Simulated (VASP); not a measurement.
Method: MS2 meta-GGA, VASP's PBE PAW potentials (set 64) (plane waves; VASP).

VASP ran on this input.

KPOINTS:
```
Automatic mesh
0
Gamma
6 6 6
0 0 0
```

**INCAR**
```
# general
SYSTEM  = BaF2
PREC    = Accurate
ENCUT   = 520
LREAL   = F   # projection in real space or not
LASPH   = T   # aspherical one-centre terms

# electronic loop
EDIFF   = 1E-6   # SCF stop (eV)
NELM    = 100
ALGO    = Normal   # blocked Davidson
LMAXMIX = 4   # l cut-off of mixed one-centre charges
LMIXTAU = T

# smearing
ISMEAR  = 0   # Gaussian
SIGMA   = 0.05   # width (eV)

# functional
METAGGA = MS2

# ions
IBRION  = 2   # conjugate gradients
NSW     = 60   # most ionic steps
ISIF    = 3
EDIFFG  = -0.02

# output
LWAVE   = F
LCHARG  = F
```

File POSCAR:
```
BaF2
1.0
  0.0000000000   3.0881705003   3.0881705003
  3.0881705003   0.0000000000   3.0881705003
  3.0881705003   3.0881705003   0.0000000000
Ba F
1 2
Direct
  0.0000000000   1.0000000000   1.0000000000
  0.2500000000   0.2500000000   0.2500000000
  0.7500000000   0.7500000000   0.7500000000
```

POTCAR, in this order: Ba_sv F (PBE.64 set). Program: vasp_std.

Output of the run:

OUTCAR:
```
 ion  position               nearest neighbor table
   1  0.000  0.000  0.000-   3 2.67   3 2.67   3 2.67   2 2.67   2 2.67   2 2.67   3 2.67   2 2.67
  LATTYP: Found a face centered cubic cell.
 ALAT       =     6.1763410006
 Subroutine PRICEL returns:
 Original cell was already a primitive cell.
 Subroutine GETGRP returns: Found 48 space group operations
The static configuration has the point symmetry O_h .
The dynamic configuration has the point symmetry O_h .
 Subroutine INISYM returns: Found 48 space group operations
 Subroutine IBZKPT returns following result:
 Found     16 irreducible k-points:

 Following reciprocal coordinates:
            Coordinates               Weight
  0.000000  0.000000  0.000000      1.000000
  0.166667  0.000000  0.000000      8.000000
  0.333333  0.000000  0.000000      8.000000
  0.500000  0.000000  0.000000      4.000000
  0.166667  0.166667  0.000000      6.000000
  0.333333  0.166667  0.000000     24.000000
  0.500000  0.166667  0.000000     24.000000
 -0.333333  0.166667  0.000000     24.000000
 -0.166667  0.166667  0.000000     12.000000
  0.333333  0.333333  0.000000      6.000000
...
```

File OSZICAR:
```
       N       E                     dE             d eps       ncg     rms          rms(c)
DAV:   1     0.144084900461E+03    0.14408E+03   -0.12701E+04   512   0.133E+03
DAV:   2    -0.220592857427E+02   -0.16614E+03   -0.16084E+03   648   0.287E+02
DAV:   3    -0.275337114759E+02   -0.54744E+01   -0.54691E+01   672   0.629E+01
DAV:   4    -0.275802488328E+02   -0.46537E-01   -0.46534E-01   600   0.514E+00
DAV:   5    -0.275814028004E+02   -0.11540E-02   -0.11540E-02   728   0.571E-01    0.836E+00
DAV:   6    -0.186483447000E+02    0.89331E+01   -0.66983E+00   736   0.268E+01    0.346E+00
DAV:   7    -0.206757107614E+02   -0.20274E+01   -0.12001E+01   520   0.405E+01    0.444E+00
DAV:   8    -0.199884989040E+02    0.68721E+00   -0.18731E-01   664   0.426E+00    0.435E+00
DAV:   9    -0.219004566028E+02   -0.19120E+01   -0.14787E+00   512   0.827E+00    0.257E+00
DAV:  10    -0.175954670819E+02    0.43050E+01   -0.83348E-01   512   0.119E+01    0.233E+00
DAV:  11    -0.165095298972E+02    0.10859E+01   -0.23062E+00   616   0.156E+01    0.397E+00
DAV:  12    -0.170365712745E+02   -0.52704E+00   -0.86928E-01   512   0.847E+00    0.199E+00
DAV:  13    -0.175069955599E+02   -0.47042E+00   -0.30078E-01   528   0.766E+00    0.113E+00
DAV:  14    -0.163212862168E+02    0.11857E+01   -0.39233E-01   536   0.875E+00    0.726E-01
DAV:  15    -0.163875248491E+02   -0.66239E-01   -0.29742E-01   616   0.489E+00    0.125E+00
DAV:  16    -0.162428680240E+02    0.14466E+00   -0.20326E-01   512   0.419E+00    0.387E-01
DAV:  17    -0.163603434884E+02   -0.11748E+00   -0.50679E-02   512   0.256E+00    0.348E-01
DAV:  18    -0.163678355819E+02   -0.74921E-02   -0.27284E-02   536   0.152E+00    0.331E-01
DAV:  19    -0.163672224885E+02    0.61309E-03   -0.19783E-03   608   0.411E-01    0.239E-01
DAV:  20    -0.163672944853E+02   -0.71997E-04   -0.22699E-03   528   0.418E-01    0.105E-01
DAV:  21    -0.163671679843E+02    0.12650E-03   -0.11065E-03   608   0.260E-01    0.236E-02
DAV:  22    -0.163672561157E+02   -0.88131E-04   -0.12100E-04   512   0.970E-02    0.341E-02
DAV:  23    -0.163672530812E+02    0.30345E-05   -0.22816E-05   648   0.488E-02    0.243E-02
DAV:  24    -0.163672759658E+02   -0.22885E-04   -0.23637E-05   512   0.540E-02    0.163E-02
DAV:  25    -0.163672754867E+02    0.47909E-06   -0.35184E-05   640   0.511E-02    0.255E-03
DAV:  26    -0.163672767876E+02   -0.13009E-05   -0.16100E-06   408   0.120E-02    0.524E-03
DAV:  27    -0.163672769164E+02   -0.12888E-06   -0.14625E-06   384   0.121E-02
   1 F= -.16367277E+02 E0= -.16367277E+02  d E =-.163673E+02
       N       E                     dE             d eps       ncg     rms          rms(c)
DAV:   1    -0.164581026726E+02   -0.90826E-01   -0.24574E+00   624   0.150E+01    0.247E+00
DAV:   2    -0.163720081783E+02    0.86094E-01   -0.52293E-01   552   0.623E+00    0.412E-01
DAV:   3    -0.163695086141E+02    0.24996E-02   -0.34311E-02   632   0.193E+00    0.195E-01
DAV:   4    -0.163405973410E+02    0.28911E-01   -0.43859E-02   512   0.241E+00    0.211E-01
DAV:   5    -0.163619695882E+02   -0.21372E-01   -0.52516E-02   512   0.270E+00    0.115E-01
DAV:   6    -0.163682857780E+02   -0.63162E-02   -0.27703E-03   512   0.667E-01    0.112E-01
DAV:   7    -0.163690030443E+02   -0.71727E-03   -0.12475E-03   528   0.384E-01    0.488E-02
DAV:   8    -0.163713629913E+02   -0.23599E-02   -0.13552E-03   512   0.453E-01    0.230E-02
DAV:   9    -0.163713859746E+02   -0.22983E-04   -0.10366E-04   520   0.103E-01    0.596E-03
DAV:  10    -0.163713840762E+02    0.18984E-05   -0.32299E-06   680   0.160E-02    0.492E-03
DAV:  11    -0.163713919780E+02   -0.79019E-05   -0.73934E-06   576   0.265E-02    0.364E-03
DAV:  12    -0.163713918495E+02    0.12852E-06   -0.25069E-06   408   0.183E-02
   2 F= -.16371392E+02 E0= -.16371392E+02  d E =-.411493E-02
```

OUTCAR:
```
------------------------ aborting loop because EDIFF is reached ----------------------------------------
  FORCE on cell =-STRESS in cart. coord.  units (eV):
  Direction    XX          YY          ZZ          XY          YZ          ZX
  --------------------------------------------------------------------------------------
  Total       -0.0401260     -0.0401260     -0.0401260      0.0000000     -0.0000000      0.0000000
  in kB       -1.0690870     -1.0690870     -1.0690870      0.0000000     -0.0000000      0.0000000
  external PRESSURE =      -1.0690870 kB  Pullay stress =       0.0000000 kB
  volume of cell :       60.13
      direct lattice vectors                 reciprocal lattice vectors
     0.000000000  3.109551085  3.109551085    -0.160794914  0.160794914  0.160794914
     3.109551085 -0.000000000  3.109551085     0.160794914 -0.160794914  0.160794914
     3.109551085  3.109551085 -0.000000000     0.160794914  0.160794914 -0.160794914
 POSITION                                       TOTAL-FORCE (eV/Angst)
 -----------------------------------------------------------------------------------
      3.10955      3.10955     -0.00000        -0.000000     -0.000000     -0.000000
      1.55478      1.55478      1.55478         0.000000      0.000000     -0.000000
      4.66433      4.66433      4.66433        -0.000000     -0.000000      0.000000
 -----------------------------------------------------------------------------------
    total drift:                               -0.000000     -0.000000      0.000000
  FREE ENERGIE OF THE ION-ELECTRON SYSTEM (eV)
  ---------------------------------------------------
  free  energy   TOTEN  =       -16.3713918495 eV

  energy  without entropy=      -16.3713918495  energy(sigma->0) =      -16.37139185

 reached required accuracy - stopping structural energy minimisation
```
(Selected blocks of OUTCAR.)

### CONTCAR
```
BaF2
   1.00000000000000
     0.0000000000000000    3.1095510851420158    3.1095510851420158
     3.1095510851420158   -0.0000000000000000    3.1095510851420158
     3.1095510851420158    3.1095510851420158   -0.0000000000000000
  Ba              F
     1     2
Direct
     0.0000000000000000    0.0000000000000000    1.0000000000000000
     0.2500000000000000    0.2500000000000000    0.2500000000000000
     0.7500000000000000    0.7500000000000000    0.7500000000000000
```

**OUTCAR**
```
 val. band max:       -2.3917018436   @ k =  -0.1667   0.1667   0.0000

 cond. band min:       4.6866786754   @ k =   0.0000   0.0000   0.0000


 Fermi energy:        -2.1330183449

 k-point     1 :       0.0000    0.0000    0.0000
  band No.  band energies     occupation
      1     -25.9188      2.00000
      2     -22.8660      2.00000
      3     -22.6847      2.00000
      4     -10.5413      2.00000
      5     -10.5413      2.00000
      6     -10.5413      2.00000
      7      -3.8206      2.00000
      8      -3.8205      2.00000
      9      -3.8205      2.00000
     10      -2.4524      2.00000
     11      -2.4524      2.00000
     12      -2.4524      2.00000
     13       4.6867      0.00000
     14       7.1035      0.00000
     15       7.1035      0.00000
     16       9.4401      0.00000

 k-point     2 :       0.1667    0.0000    0.0000
  band No.  band energies     occupation
      1     -25.8555      2.00000
      2     -22.8879      2.00000
      3     -22.7578      2.00000
      4     -10.5900      2.00000
      5     -10.5796      2.00000
      6     -10.5796      2.00000
      7      -3.7121      2.00000
      8      -3.7121      2.00000
      9      -3.5532      2.00000
     10      -2.6235      2.00000
     11      -2.4887      2.00000
     12      -2.4887      2.00000
     13       5.2664      0.00000
     14       7.0849      0.00000
     15       7.0849      0.00000
     16       9.1229      0.00000

 k-point     3 :       0.3333    0.0000    0.0000
  band No.  band energies     occupation
      1     -25.7175      2.00000
      2     -22.9838      2.00000
      3     -22.8647      2.00000
      4     -10.6759      2.00000
      5     -10.6535      2.00000
      6     -10.6535      2.00000
      7      -3.5115      2.00000
      8      -3.5115      2.00000
      9      -3.0160      2.00000
     10      -2.8910      2.00000
     11      -2.5399      2.00000
     12      -2.5399      2.00000
     13       6.3550      0.00000
...
```

Energy and stress use the plane-wave basis of the starting cell. Unless said otherwise, spin-orbit coupling is left out, though it shifts the bands of the heavy elements here.

The compound is BaF2 in the fluorite structure. This run relaxes it. Symmetry was kept, so distortions that lower it aren't found. The start is the result of an earlier pass.
